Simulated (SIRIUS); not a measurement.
The system is Au.

```
Au
1.0
     0.00000    2.03500    2.03500
     2.03500    0.00000    2.03500
     2.03500    2.03500    0.00000
Au
1
Direct
  0.00000 0.00000 0.00000
```

| Property | Result |
| --- | --- |
| Program | SIRIUS 7.10.0 |
| Task | single point |
| Functional | PBEsol |
| Potentials or basis | PseudoDojo 0.4.1 PBEsol standard (scalar relativistic) |
| Cutoff | 1054 eV |
| Density cutoff | 4214 eV |
| k mesh | 11 × 11 × 11 |
| Occupations | fermi-dirac, width 0.05 eV |
| Spin | no spin polarisation |

On this cell: pressure 1.3 GPa; band gap on the k mesh none (metal or under the smearing width).

The same run follows on a disturbed copy (cell strained at random at fixed volume):

```
Au
1.0
     0.05952    2.03278    2.02390
     2.06284    0.03015    2.05328
     2.07413    2.07344    0.01886
Au
1
Cartesian
  0.0297 0.0344 -0.0121
```

Task: What changes?

Result: The energy (extrapolated to zero smearing) moves by +5.9 meV/atom; pressure 1.5 GPa; band gap on the k mesh none (metal or under the smearing width).

Stress tensor (GPa, compression positive):
```
 1.57 -1.97 -1.44
-1.97  1.42  0.23
-1.44  0.23  1.38
```
